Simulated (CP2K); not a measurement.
# InSe (R3m) in CP2K: notebook

The runs below take InSe through band structure, with PBEsol, LDA, r2SCAN.

Everything below comes from runs of CP2K 2026.2. Logs are shortened: lines on timing, memory, paths and dates and some standing lists are left out, and cuts for length are marked.

**Measured values to compare with.**

From “The Interaction of Hydrogen with the van der Waals Crystal γ-InSe”, 2020, pmc:7321205, for a bulk crystal of InSe at 300 K: band gap 1.25 eV.

How close the calculation comes is told below.

### 1 Starting point

It takes space group R3m (No. 160, trigonal). The conventional cell has a = 4.000 Å, b = 4.000 Å, c = 25.320 Å, α = 90.00°, β = 90.00°, γ = 120.00°. In (site symmetry 3m) is surrounded by 3 Se at 2.63 Å and 1 In at 2.82 Å. In (site symmetry 3m) has 3 Se at 2.64 Å and 1 In at 2.82 Å as nearest neighbours. Se (site symmetry 3m) is surrounded by 3 In at 2.63 Å. Around Se (site symmetry 3m) lie 3 In at 2.64 Å.

### 2 Band structure, PBEsol

The input, inse_bands.inp:

```
&GLOBAL
  PROJECT inse_bands
  RUN_TYPE ENERGY_FORCE
  PRINT_LEVEL LOW
&END GLOBAL
&FORCE_EVAL
  METHOD QS
  STRESS_TENSOR ANALYTICAL
  &DFT
    BASIS_SET_FILE_NAME BASIS_MOLOPT_UZH
    POTENTIAL_FILE_NAME POTENTIAL_UZH
    &MGRID
      CUTOFF 450
      REL_CUTOFF 60
      NGRIDS 5
    &END MGRID
    &QS
      METHOD GPW
      EPS_DEFAULT 1.0E-10
    &END QS
    &KPOINTS
      SCHEME MONKHORST-PACK 8 8 8
      GAMMA_CENTERED T
      SYMMETRY T
      SYMMETRY_BACKEND SPGLIB
    &END KPOINTS
    &SCF
      SCF_GUESS ATOMIC
      EPS_SCF 1.0E-6
      MAX_SCF 100
      ADDED_MOS 14
      CHOLESKY OFF
      EPS_EIGVAL 1.0E-7
      &DIAGONALIZATION ON
        ALGORITHM STANDARD
      &END DIAGONALIZATION
      &MIXING ON
        METHOD BROYDEN_MIXING
        ALPHA 0.4
        BETA 1.5
        NBUFFER 8
      &END MIXING
      &SMEAR ON
        METHOD FERMI_DIRAC
        ELECTRONIC_TEMPERATURE [K] 116.045
      &END SMEAR
    &END SCF
    &XC
      &XC_FUNCTIONAL
        &GGA_X_PBE_SOL
        &END GGA_X_PBE_SOL
        &GGA_C_PBE_SOL
        &END GGA_C_PBE_SOL
      &END XC_FUNCTIONAL
    &END XC
    &PRINT
      &KPOINTS ON
      &END KPOINTS
      &MULLIKEN ON
      &END MULLIKEN
      &MO ON
        ENERGIES T
        OCCUPATION_NUMBERS T
        &EACH
          QS_SCF 0
        &END EACH
        ADD_LAST NUMERIC
      &END MO
      &BAND_STRUCTURE
        FILE_NAME bands.bs
        ADDED_MOS 6
        &KPOINT_SET
          UNITS B_VECTOR
          NPOINTS 10
          SPECIAL_POINT GAMMA 0.00000000 0.00000000 0.00000000
          SPECIAL_POINT L 0.50000000 0.00000000 0.00000000
          SPECIAL_POINT B1 0.50000000 0.17914517 -0.17914517
        &END KPOINT_SET
        &KPOINT_SET
          UNITS B_VECTOR
          NPOINTS 10
          SPECIAL_POINT B 0.82085483 0.50000000 0.17914517
          SPECIAL_POINT Z 0.50000000 0.50000000 0.50000000
          SPECIAL_POINT GAMMA 0.00000000 0.00000000 0.00000000
          SPECIAL_POINT X 0.33957259 0.00000000 -0.33957259
        &END KPOINT_SET
        &KPOINT_SET
          UNITS B_VECTOR
          NPOINTS 10
          SPECIAL_POINT Q 0.66042741 0.33957259 0.00000000
          SPECIAL_POINT F 0.50000000 0.50000000 0.00000000
          SPECIAL_POINT P1 0.66042741 0.66042741 0.17914517
          SPECIAL_POINT Z 0.50000000 0.50000000 0.50000000
        &END KPOINT_SET
        &KPOINT_SET
          UNITS B_VECTOR
          NPOINTS 10
          SPECIAL_POINT L 0.50000000 0.00000000 0.00000000
          SPECIAL_POINT P 0.82085483 0.33957259 0.33957259
        &END KPOINT_SET
      &END BAND_STRUCTURE
    &END PRINT
  &END DFT
  &SUBSYS
    &CELL
      ABC 8.7502533297 8.7502533297 8.7502533297
      ALPHA_BETA_GAMMA 26.4251818029 26.4251818029 26.4251818026
      PERIODIC XYZ
    &END CELL
    &COORD
      SCALED
      In  0.8886000000 0.8886000000 0.8886000000
      In  0.0000000000 0.0000000000 0.0000000000
      Se  0.1719000000 0.1719000000 0.1719000000
      Se  0.3835000000 0.3835000000 0.3835000000
    &END COORD
    &KIND In
      BASIS_SET TZVP-MOLOPT-PBE-GTH-q13
      POTENTIAL GTH-PBE-q13
    &END KIND
    &KIND Se
      BASIS_SET TZVP-MOLOPT-PBE-GTH-q6
      POTENTIAL GTH-PBE-q6
    &END KIND
    &PRINT
      &ATOMIC_COORDINATES ON
      &END ATOMIC_COORDINATES
      &CELL ON
      &END CELL
    &END PRINT
  &END SUBSYS
  &PRINT
    &FORCES ON
    &END FORCES
    &STRESS_TENSOR ON
    &END STRESS_TENSOR
  &END PRINT
&END FORCE_EVAL
```

Potentials or basis: POTENTIAL_UZH In GTH-PBE-q13, Se GTH-PBE-q6; TZVP-MOLOPT-PBE-GTH basis.

Launch:

```console
> OMP_NUM_THREADS=1 mpirun -n 4 cp2k.psmp -i inse_bands.inp -o inse_bands.out
```

inse_bands.out:

```text

 CP2K| version string:                                       CP2K version 2026.2
 CP2K| Input file name                                            inse_bands.inp

 GLOBAL| Force Environment number                                              1
 GLOBAL| Basis set file name                                    BASIS_MOLOPT_UZH
 GLOBAL| Potential file name                                       POTENTIAL_UZH
 GLOBAL| MM Potential file name                                     MM_POTENTIAL
 GLOBAL| Coordinate file name                                      __STD_INPUT__
 GLOBAL| Method name                                                        CP2K
 GLOBAL| Project name                                                 inse_bands
 GLOBAL| Run type                                                   ENERGY_FORCE
 GLOBAL| FFT library                                                       FFTW3
 GLOBAL| Diagonalization library                                       ScaLAPACK
 GLOBAL| Cholesky decomposition library                                ScaLAPACK
 GLOBAL| DGEMM library                                                      BLAS
 GLOBAL| Direct generalized diagonalization requested                          F
 GLOBAL| Matrix multiplication library                                 ScaLAPACK
 GLOBAL| Global print level                                                  LOW
 GLOBAL| Total number of message passing processes                             4
 GLOBAL| Number of threads for this process                                    1
 GLOBAL| CPU model name                                                  UNKNOWN

 CELL| Volume [angstrom^3]:                                           116.948071
 CELL| Vector a [angstrom]:       8.750     0.000     0.000   |a| =     8.750253
 CELL| Vector b [angstrom]:       7.836     3.894     0.000   |b| =     8.750253
 CELL| Vector c [angstrom]:       7.836     1.840     3.432   |c| =     8.750253
 CELL| Angle (b,c), alpha [degree]:                                    26.425182
 CELL| Angle (a,c), beta  [degree]:                                    26.425182
 CELL| Angle (a,b), gamma [degree]:                                    26.425182
 CELL| Numerically orthorhombic:                                              NO
 CELL| Periodicity                                                           XYZ

 CELL_REF| Volume [angstrom^3]:                                       116.948071
 CELL_REF| Vector a [angstrom     8.750     0.000     0.000   |a| =     8.750253
 CELL_REF| Vector b [angstrom     7.836     3.894     0.000   |b| =     8.750253
 CELL_REF| Vector c [angstrom     7.836     1.840     3.432   |c| =     8.750253
 CELL_REF| Angle (b,c), alpha [degree]:                                26.425182
 CELL_REF| Angle (a,c), beta  [degree]:                                26.425182
 CELL_REF| Angle (a,b), gamma [degree]:                                26.425182
 CELL_REF| Numerically orthorhombic:                                          NO
 CELL_REF| Periodicity                                                       XYZ
[... 9 lines left out ...]
 TOTAL NUMBERS AND MAXIMUM NUMBERS

  Total number of            - Atomic kinds:                                   2
                             - Atoms:                                          4
                             - Shell sets:                                     4
                             - Shells:                                        34
                             - Primitive Cartesian functions:                 20
                             - Cartesian basis functions:                    116
                             - Spherical basis functions:                    102

  Maximum angular momentum of- Orbital basis functions:                        3
                             - Local part of the GTH pseudopotential:          0
                             - Non-local part of the GTH pseudopotential:      4

 MODULE QUICKSTEP: ATOMIC COORDINATES IN ANGSTROM

   Atom Kind Element         X             Y             Z       Z(eff)     Mass
      1    1 In   49     21.701604      5.095097      3.049790  13.0000 114.8180
      2    1 In   49      0.000000      0.000000      0.000000  13.0000 114.8180
      3    2 Se   34      4.198183      0.985648      0.589983   6.0000  78.9600
      4    2 Se   34      9.365930      2.198930      1.316222   6.0000  78.9600

 SCF PARAMETERS         Density guess:                                    ATOMIC
                        --------------------------------------------------------
                        max_scf:                                             100
[... 7 lines left out ...]
                        --------------------------------------------------------
                        level_shift [a.u.]:                             0.000000
                        added MOs                                        14    0
[... 79 lines left out ...]
  ------------------------------------------------------------------------------
     1 NoMix/Diag. 0.40E+00    3.1     0.94196629      -131.4711653409 -1.31E+02
     2 Broy./Diag. 0.40E+00    3.4     0.05048790      -131.5384798593 -6.73E-02
     3 Broy./Diag. 0.40E+00    3.4     0.12295881      -131.3941359818  1.44E-01
     4 Broy./Diag. 0.40E+00    3.4     0.00837906      -131.3592369835  3.49E-02
     5 Broy./Diag. 0.40E+00    3.4     0.00318035      -131.3485692867  1.07E-02
     6 Broy./Diag. 0.40E+00    3.4     0.00200716      -131.3318271383  1.67E-02
     7 Broy./Diag. 0.40E+00    3.4     0.00110992      -131.3264352913  5.39E-03
     8 Broy./Diag. 0.40E+00    3.4     0.00109451      -131.3315694073 -5.13E-03
     9 Broy./Diag. 0.40E+00    3.4     0.00017084      -131.3362799240 -4.71E-03
    10 Broy./Diag. 0.40E+00    3.4     0.00014326      -131.3363441716 -6.42E-05
    11 Broy./Diag. 0.40E+00    3.5     0.00004449      -131.3358133675  5.31E-04
    12 Broy./Diag. 0.40E+00    3.5     0.00004601      -131.3356287949  1.85E-04
    13 Broy./Diag. 0.40E+00    3.5     0.00001994      -131.3355411169  8.77E-05
    14 Broy./Diag. 0.40E+00    3.5     0.00000621      -131.3355127298  2.84E-05
    15 Broy./Diag. 0.40E+00    3.4     0.00000337      -131.3355143510 -1.62E-06
    16 Broy./Diag. 0.40E+00    3.4     0.00000064      -131.3355165984 -2.25E-06

  *** SCF run converged in    16 steps ***

  Electronic density on regular grids:        -37.9999999952        0.0000000048
  Core density on regular grids:               37.9999999951       -0.0000000049
  Total charge density on r-space grids:       -0.0000000001
  Total charge density g-space grids:          -0.0000000001

  Overlap energy of the core charge distribution:               0.00000000127073
  Self energy of the core charge distribution:               -219.71534429669862
  Core Hamiltonian energy:                                     65.03334632383337
  Hartree energy:                                              42.10570293767201
  Exchange-correlation energy:                                -18.75922156450733
  Electronic entropic energy:                                  -0.00000000001896
  Fermi energy:                                                 0.15670484296250

  Total energy:                                              -131.33551659844878
  Total energy (extrapolated to T->0):                       -131.33551659843928

 MO| EIGENVALUES AND OCCUPATION NUMBERS FOR K POINT 1
 MO|
 MO|  Index      Eigenvalue [a.u.]        Eigenvalue [eV]             Occupation
 MO|      1              -0.390723             -10.632107               2.000000
 MO|      2              -0.384167             -10.453718               2.000000
 MO|      3              -0.384167             -10.453718               2.000000
 MO|      4              -0.381110             -10.370528               2.000000
 MO|      5              -0.381110             -10.370528               2.000000
 MO|      6              -0.380220             -10.346303               2.000000
[... 544 lines left out ...]
 MO|     32               0.557386              15.167240               0.000000
 MO|     33               0.602456              16.393673               0.000000
 MO| Sum:                                                              38.000000
 MO| E(Fermi):            0.156705 a.u.          4.264156 eV
 MO| Band gap:            0.124177 a.u.          3.379027 eV

 [... the levels of further k-points ...]

 !-----------------------------------------------------------------------------!
                     Mulliken Population Analysis

 #  Atom  Element  Kind  Atomic population                           Net charge
       1     In       1         13.010259                             -0.010259
       2     In       1         13.026284                             -0.026284
       3     Se       2          5.989968                              0.010032
       4     Se       2          5.973490                              0.026510
 # Total charge                             38.000000                  0.000000

 !-----------------------------------------------------------------------------!

 KPOINTS| Band Structure Calculation
 KPOINTS| Number of k-point sets                                               4
 KPOINTS| Number of added MOs/bands                                            6
 KPOINTS| Number of k-points in set    1                                      21
 KPOINTS| In units of b-vector [2pi/Bohr]
 KPOINTS| Special point     1       GAMMA     0.000000     0.000000     0.000000
 KPOINTS| Special point     2           L     0.500000     0.000000     0.000000
 KPOINTS| Special point     3          B1     0.500000     0.179145    -0.179145
 KPOINTS| Number of k-points in set    2                                      31
 KPOINTS| In units of b-vector [2pi/Bohr]
 KPOINTS| Special point     1           B     0.820855     0.500000     0.179145
 KPOINTS| Special point     2           Z     0.500000     0.500000     0.500000
 KPOINTS| Special point     3       GAMMA     0.000000     0.000000     0.000000
 KPOINTS| Special point     4           X     0.339573     0.000000    -0.339573
 KPOINTS| Number of k-points in set    3                                      31
 KPOINTS| In units of b-vector [2pi/Bohr]
 KPOINTS| Special point     1           Q     0.660427     0.339573     0.000000
 KPOINTS| Special point     2           F     0.500000     0.500000     0.000000
 KPOINTS| Special point     3          P1     0.660427     0.660427     0.179145
 KPOINTS| Special point     4           Z     0.500000     0.500000     0.500000
 KPOINTS| Number of k-points in set    4                                      11
 KPOINTS| In units of b-vector [2pi/Bohr]
 KPOINTS| Special point     1           L     0.500000     0.000000     0.000000
 KPOINTS| Special point     2           P     0.820855     0.339573     0.339573

 ENERGY| Total FORCE_EVAL ( QS ) energy [hartree]           -131.335514469336516

 FORCES| Atomic forces [hartree/bohr]
 FORCES|   Atom     x               y               z               |f|
 FORCES|      1  8.74719333E-03  2.05366701E-03  1.22926389E-03   9.06873911E-03
 FORCES|      2 -8.41071683E-03 -1.97467020E-03 -1.18197804E-03   8.71989404E-03
 FORCES|      3 -5.11352691E-03 -1.20053998E-03 -7.18611881E-04   5.30149570E-03
 FORCES|      4  4.80670391E-03  1.12850521E-03  6.75493319E-04   4.98339419E-03
 FORCES| Sum     2.96534983E-05  6.96204164E-06  4.16729154E-06
 FORCES| Total atomic force                                       3.07435571E-05

 STRESS| Analytical stress tensor [bar]
 STRESS|                        x                   y                   z
 STRESS|      x        4.20481693544E+03  -2.63300378099E+03  -1.57600795461E+03
 STRESS|      y       -2.63300378099E+03   1.48011710748E+04  -3.70013923671E+02
 STRESS|      z       -1.57600795461E+03  -3.70013923671E+02   1.51977522583E+04
 STRESS| 1/3 Trace                                             1.14012467562E+04
 STRESS| Determinant                                           8.00079288776E+11

 STRESS| Eigenvectors and eigenvalues of the analytical stress tensor [bar]
 STRESS|                        1                   2                   3
 STRESS| Eigenvalues   3.36514562311E+03   1.54192338675E+04   1.54193607780E+04
 STRESS|      x           0.964542356373     -0.116497512567     -0.236825615861
 STRESS|      y           0.226459741428     -0.095543257545      0.969323202781
 STRESS|      z           0.135550832807      0.988584753829      0.065773522195
```

It took 62 s on 4 MPI ranks of Arm Neoverse V2, shared host.

Results:

| Item | Value |
| --- | --- |
| Free energy | -3573.8211 eV |
| Pressure | 1.1 GPa |
| Largest force | 0.466 eV/Å |
| Band gap on the k mesh | 0.29 eV, direct |
| Band gap along the path | 0.29 eV, direct |
| Mulliken charges | In -0.01, -0.03; Se +0.01, +0.03 e |

Forces on the atoms (eV/Å):
```
In   0.450  0.106  0.063
In  -0.432 -0.102 -0.061
Se  -0.263 -0.062 -0.037
Se   0.247  0.058  0.035
```

Levels at the corners of the path, in eV from the valence-band top:
```tsv
point	band 17	band 18	band 19	band 20	band 21	band 22
Γ	-1.32	-1.23	-1.23	1.61	1.93	4.33
L	-2.38	-2.28	-1.71	1.10	1.88	3.54
B1	-2.57	-2.28	-1.79	1.66	2.39	3.33
B	-2.57	-2.28	-1.79	1.66	2.39	3.33
Z	-1.15	-1.15	0.00	0.29	2.01	4.25
Γ	-1.32	-1.23	-1.23	1.61	1.93	4.33
X	-2.61	-2.26	-1.76	1.71	2.29	3.36
Q	-2.61	-2.26	-1.76	1.71	2.29	3.36
F	-2.55	-2.09	-1.54	1.07	1.89	3.18
P1	-2.52	-2.12	-1.68	1.30	1.72	3.25
Z	-1.15	-1.15	0.00	0.29	2.01	4.25
L	-2.38	-2.28	-1.71	1.10	1.88	3.54
P	-2.52	-2.12	-1.68	1.30	1.72	3.25
```

Caveat: Mulliken charges move with the basis; the potentials were made for another functional, which shifts forces and pressure; spin-orbit coupling is left out, which moves the levels of the heavy elements; the basis of atomic orbitals isn't converged, which shifts pressures, moduli and gaps.

[end of part 1 of 2]
